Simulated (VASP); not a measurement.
**VASP 6.6.1 run: SnTe**

INCAR

```
IBRION = -1
NELMDL = -12
EDIFF = 1E-7
LCHARG = .FALSE.
GGA = PE
NELECT = 20.02
NBANDS = 17
ENCUT = 520
LWAVE = .FALSE.
LASPH = .TRUE.
SIGMA = 0.02
LREAL = .FALSE.
ISMEAR = -1
NSW = 0
ISIF = 2
NELM = 120
PREC = Accurate
```

KPOINTS

```
KPOINTS created by Atomic Simulation Environment
0
Gamma
6 6 6
0 0 0
```

POSCAR

```
Sn Te
 1.0000000000000000
     0.0000000000000000    3.6735836094000001    3.3630033117000000
     3.6735836094000001    0.0000000000000000    3.3630033117000000
     3.6735836094000001    3.6735836094000001    0.0000000000000000
 Sn  Te
   1   1
Cartesian
  0.0000000000000000  0.0000000000000000  0.0000000000000000
  1.8367918046999998  1.8367918046999998  1.6815016558500000
```

The recommended PBE PAW datasets give the neutral cell 20 valence electrons.

Command

```
mpirun -np 1 vasp_std
```

OSZICAR

```
N       E                     dE             d eps       ncg     rms          rms(c)
DAV:   1     0.121994218038E+03    0.12199E+03   -0.92049E+03  1028   0.117E+03
DAV:   2     0.490752367252E+01   -0.11709E+03   -0.11407E+03  1046   0.293E+02
DAV:   3    -0.674279262200E+01   -0.11650E+02   -0.11459E+02  1271   0.900E+01
DAV:   4    -0.710912927574E+01   -0.36634E+00   -0.36614E+00  1193   0.165E+01
DAV:   5    -0.712480517919E+01   -0.15676E-01   -0.15676E-01  1489   0.329E+00
DAV:   6    -0.712494278752E+01   -0.13761E-03   -0.13761E-03  1254   0.287E-01
DAV:   7    -0.712494775392E+01   -0.49664E-05   -0.49663E-05  1483   0.526E-02
DAV:   8    -0.712494779469E+01   -0.40772E-07   -0.40738E-07  1300   0.482E-03
DAV:   9    -0.712494779541E+01   -0.71577E-09   -0.73948E-09   927   0.797E-04
DAV:  10    -0.712494779528E+01    0.12642E-09   -0.22392E-09   759   0.468E-04
DAV:  11    -0.712494779554E+01   -0.26012E-09   -0.10180E-09   607   0.320E-04
DAV:  12    -0.712494779562E+01   -0.71850E-10   -0.51319E-10   551   0.222E-04    0.482E+00
DAV:  13    -0.698750104622E+01    0.13745E+00   -0.34142E-01  1343   0.265E+00    0.309E+00
DAV:  14    -0.698422172347E+01    0.32793E-02   -0.80794E-02  1067   0.106E+00    0.109E+00
DAV:  15    -0.698544961636E+01   -0.12279E-02   -0.11343E-02  1160   0.714E-01    0.231E-01
DAV:  16    -0.698599700192E+01   -0.54739E-03   -0.33398E-03  1072   0.366E-01    0.602E-02
DAV:  17    -0.698605076416E+01   -0.53762E-04   -0.66943E-04  1194   0.150E-01    0.477E-02
DAV:  18    -0.698618302056E+01   -0.13226E-03   -0.29754E-04  1032   0.762E-02    0.544E-02
DAV:  19    -0.698618150885E+01    0.15117E-05   -0.12187E-05  1173   0.194E-02    0.248E-02
DAV:  20    -0.698618213896E+01   -0.63011E-06   -0.40739E-06  1045   0.827E-03    0.585E-03
DAV:  21    -0.698618219662E+01   -0.57658E-07   -0.41312E-07  1285   0.633E-03
   1 F= -.69861822E+01 E0= -.69858627E+01  d E =-.638927E-03
```

From OUTCAR

```
k-points           NKPTS =     30   k-points in BZ     NKDIM =     30   number of bands    NBANDS=     17

   NELECT =      20.0200    total number of electrons

   dimension x,y,z NGX =    40 NGY =   40 NGZ =   40
   dimension x,y,z NGXF=    80 NGYF=   80 NGZF=   80

  energy-cutoff  :      520.00
  volume of cell :       90.77
      direct lattice vectors                 reciprocal lattice vectors
     0.000000000  3.673583609  3.363003312    -0.136106879  0.136106879  0.148676630
     3.673583609  0.000000000  3.363003312     0.136106879 -0.136106879  0.148676630
     3.673583609  3.673583609  0.000000000     0.136106879  0.136106879 -0.148676630

 k-points in reciprocal lattice and weights: KPOINTS created by Atomic Simulation Env
   0.00000000  0.00000000  0.00000000       0.005
   0.16666667  0.00000000  0.00000000       0.037
   0.33333333  0.00000000  0.00000000       0.037
   0.50000000  0.00000000  0.00000000       0.019
   0.16666667  0.16666667  0.00000000       0.009
   0.33333333  0.16666667  0.00000000       0.037
   0.50000000  0.16666667  0.00000000       0.037
  -0.33333333  0.16666667  0.00000000       0.037
   ...

 E-fermi :   3.6026

 k-point     1 :       0.0000    0.0000    0.0000
  band No.  band energies     occupation
      1     -18.3139      2.00000
      2     -18.3139      2.00000
      3     -18.3087      2.00000
      4     -18.3046      2.00000
      5     -18.2988      2.00000
      6      -8.2094      2.00000
      7      -1.6085      2.00000
      8       1.3767      2.00000
      9       1.3767      2.00000
     10       1.6946      2.00000
     11       4.3400      0.00000
     12       4.5865      0.00000
     13       4.5865      0.00000
     14       7.6053      0.00000
     15       9.4450      0.00000
     16      10.3151      0.00000
     17      10.7387      0.00000

 k-point     2 :       0.1667    0.0000    0.0000
  band No.  band energies     occupation
      1     -18.3139      2.00000
      2     -18.3135      2.00000
      3     -18.3088      2.00000
      4     -18.3046      2.00000
      5     -18.2987      2.00000
      6      -8.0862      2.00000
      7      -2.1927      2.00000
      8       1.1880      2.00000
      9       1.3978      2.00000
     10       1.6600      2.00000
     11       4.5193      0.00000
     12       4.8469      0.00000
     13       4.9547      0.00000
     14       8.4021      0.00000
     15       9.1139      0.00000
     16       9.6195      0.00000
     17      10.8160      0.00000

 k-point     3 :       0.3333    0.0000    0.0000
  band No.  band energies     occupation
      1     -18.3141      2.00000
      2     -18.3126      2.00000
      3     -18.3087      2.00000
      4     -18.3046      2.00000
      5     -18.2984      2.00000
      6      -7.7985      2.00000
      7      -3.1508      2.00000
      8       0.8832      2.00000
      9       1.1993      2.00000
     10       1.5104      2.00000
     11       5.1127      0.00000
     12       5.1761      0.00000
     13       6.0358      0.00000
     14       8.9363      0.00000
     15       9.5283      0.00000
     16       9.7559      0.00000
     17      10.9190      0.00000

 ...

  Total        0.5915146      0.5915146      0.5204428      0.0000000      0.0000000      0.0000000
  in kB       10.4409237     10.4409237      9.1864222      0.0000000      0.0000000      0.0000000
  external PRESSURE =      10.0227565 kB  Pullay stress =       0.0000000 kB

 POSITION                                       TOTAL-FORCE (eV/Angst)
 -----------------------------------------------------------------------------------
      0.00000      0.00000      0.00000         0.000000      0.000000     -0.000000
      1.83679      1.83679      1.68150         0.000000      0.000000      0.000000
 -----------------------------------------------------------------------------------
    total drift:                               -0.000000     -0.000000      0.000000

  FREE ENERGIE OF THE ION-ELECTRON SYSTEM (eV)
  ---------------------------------------------------
  free  energy   TOTEN  =        -6.9861821966 eV

  energy  without entropy=       -6.9855432695  energy(sigma->0) =       -6.98586273
```

It converged. Results: pressure 1.0 GPa.

The cell is charged and sits in a uniform background.

For comparison, a separate PBE run of the intended cell, on usual settings and not on those above, gives a gap of -0.13 eV on its mesh and a pressure of 0.7 GPa.

The run above took about 85 s on one core of a shared host (Intel Xeon Platinum 8488C) and held 0.24 GiB at most.
